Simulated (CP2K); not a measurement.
A calculation with CP2K 2026.2 of Hf (native input, structure typed inline):

File hf_scf.inp:

```
&GLOBAL
  PROJECT hf_scf
  RUN_TYPE ENERGY_FORCE
  PRINT_LEVEL LOW
&END GLOBAL
&FORCE_EVAL
  METHOD QS
  STRESS_TENSOR ANALYTICAL
  &DFT
    BASIS_SET_FILE_NAME BASIS_MOLOPT
    POTENTIAL_FILE_NAME GTH_POTENTIALS
    &MGRID
      CUTOFF 450
      REL_CUTOFF 60
      NGRIDS 5
    &END MGRID
    &QS
      METHOD GPW
      EPS_DEFAULT 1.0E-10
    &END QS
    &KPOINTS
      SCHEME MONKHORST-PACK 8 8 8
      GAMMA_CENTERED T
      SYMMETRY T
      SYMMETRY_BACKEND SPGLIB
    &END KPOINTS
    &SCF
      SCF_GUESS ATOMIC
      EPS_SCF 1.0E-6
      MAX_SCF 100
      ADDED_MOS 11
      CHOLESKY OFF
      EPS_EIGVAL 1.0E-7
      &DIAGONALIZATION ON
        ALGORITHM STANDARD
      &END DIAGONALIZATION
      &MIXING ON
        METHOD BROYDEN_MIXING
        ALPHA 0.4
        BETA 1.5
        NBUFFER 8
      &END MIXING
      &SMEAR ON
        METHOD FERMI_DIRAC
        ELECTRONIC_TEMPERATURE 580.23
      &END SMEAR
    &END SCF
    &XC
      &XC_FUNCTIONAL
        &GGA_X_PBE_SOL
        &END GGA_X_PBE_SOL
        &GGA_C_PBE_SOL
        &END GGA_C_PBE_SOL
      &END XC_FUNCTIONAL
    &END XC
    &PRINT
      &KPOINTS ON
      &END KPOINTS
      &MULLIKEN ON
      &END MULLIKEN
      &MO ON
        ENERGIES T
        OCCUPATION_NUMBERS T
        &EACH
          QS_SCF 0
        &END EACH
        ADD_LAST NUMERIC
      &END MO
    &END PRINT
  &END DFT
  &SUBSYS
    &CELL
      A 3.1395541085 0.0000000000 0.0000000000
      B 1.5697770542 2.7189336145 0.0000000000
      C 1.5697770542 0.9063112048 2.5634351952
      PERIODIC XYZ
    &END CELL
    &COORD
      SCALED
      Hf  0.0000000000 0.0000000000 0.0000000000
    &END COORD
    &KIND Hf
      BASIS_SET DZVP-MOLOPT-SR-GTH-q12
      POTENTIAL GTH-PBE-q12
    &END KIND
    &PRINT
      &ATOMIC_COORDINATES ON
      &END ATOMIC_COORDINATES
      &CELL ON
      &END CELL
      &SYMMETRY ON
      &END SYMMETRY
    &END PRINT
  &END SUBSYS
  &PRINT
    &FORCES ON
    &END FORCES
    &STRESS_TENSOR ON
    &END STRESS_TENSOR
  &END PRINT
&END FORCE_EVAL
```

Potentials or basis: GTH_POTENTIALS Hf GTH-PBE-q12; DZVP-MOLOPT-SR-GTH basis.

Launch:

```bash
$ OMP_NUM_THREADS=1 cp2k.psmp -i hf_scf.inp -o hf_scf.out
```

This isn't the form of Hf at room conditions, which is hcp.

Write the same calculation in another form: ASE script, structure typed inline.

As run:

The input hf_scf.py:

```python
from ase import Atoms
from ase.calculators.cp2k import CP2K

atoms = Atoms(['Hf'],
              cell=[[3.1395541085, 0.0, 0.0], [1.5697770542, 2.7189336145, 0.0], [1.5697770542, 0.9063112048, 2.5634351952]],
              scaled_positions=[[0.0, 0.0, 0.0]],
              pbc=True)

inp = """
&FORCE_EVAL
  &DFT
    BASIS_SET_FILE_NAME BASIS_MOLOPT
    POTENTIAL_FILE_NAME GTH_POTENTIALS
    &MGRID
      CUTOFF 450
      REL_CUTOFF 60
      NGRIDS 5
    &END MGRID
    &QS
      METHOD GPW
      EPS_DEFAULT 1.0E-10
    &END QS
    &KPOINTS
      SCHEME MONKHORST-PACK 8 8 8
      GAMMA_CENTERED T
    &END KPOINTS
    &SCF
      SCF_GUESS ATOMIC
      EPS_SCF 1.0E-6
      MAX_SCF 100
      ADDED_MOS 11
      CHOLESKY OFF
      EPS_EIGVAL 1.0E-7
      &DIAGONALIZATION ON
        ALGORITHM STANDARD
      &END DIAGONALIZATION
      &MIXING ON
        METHOD BROYDEN_MIXING
        ALPHA 0.4
        BETA 1.5
        NBUFFER 8
      &END MIXING
      &SMEAR ON
        METHOD FERMI_DIRAC
        ELECTRONIC_TEMPERATURE 580.23
      &END SMEAR
    &END SCF
    &XC
      &XC_FUNCTIONAL
        &GGA_X_PBE_SOL
        &END GGA_X_PBE_SOL
        &GGA_C_PBE_SOL
        &END GGA_C_PBE_SOL
      &END XC_FUNCTIONAL
    &END XC
    &PRINT
      &KPOINTS ON
      &END KPOINTS
      &MULLIKEN ON
      &END MULLIKEN
      &MO ON
        ENERGIES T
        OCCUPATION_NUMBERS T
        &EACH
          QS_SCF 0
        &END EACH
        ADD_LAST NUMERIC
      &END MO
    &END PRINT
  &END DFT
  &SUBSYS
    &KIND Hf
      BASIS_SET DZVP-MOLOPT-SR-GTH-q12
      POTENTIAL GTH-PBE-q12
    &END KIND
    &PRINT
      &ATOMIC_COORDINATES ON
      &END ATOMIC_COORDINATES
      &CELL ON
      &END CELL
    &END PRINT
  &END SUBSYS
  &PRINT
    &FORCES ON
    &END FORCES
  &END PRINT
&END FORCE_EVAL
"""
calc = CP2K(command='cp2k.psmp -s', label='hf_scf', inp=inp, print_level='LOW', stress_tensor=True,
            basis_set=None, basis_set_file=None, pseudo_potential=None, potential_file=None,
            xc=None, cutoff=None, max_scf=None, uks=None, multiplicity=None, poisson_solver=None, force_eval_method='Quickstep')
atoms.calc = calc

print('energy (eV):', atoms.get_potential_energy())
print('forces (eV/A):')
print(atoms.get_forces())
print('stress (eV/A^3, Voigt):', atoms.get_stress())
```

Potentials or basis: GTH_POTENTIALS Hf GTH-PBE-q12; DZVP-MOLOPT-SR-GTH basis.

Launch:

```console
$ OMP_NUM_THREADS=1 python hf_scf.py
```

Both were run:

|  | native input, structure typed inline | ASE script, structure typed inline |
| --- | --- | --- |
| Pressure | 1.7 GPa | 1.7 GPa |
| Band gap on the k mesh | none (metal or under the smearing width) | none (metal or under the smearing width) |

Keys that steer only the numerical path or the files written may differ.

Caveat: the potentials were made for another functional, which shifts forces and pressure; the basis of atomic orbitals isn't converged, which shifts pressures, moduli and gaps.
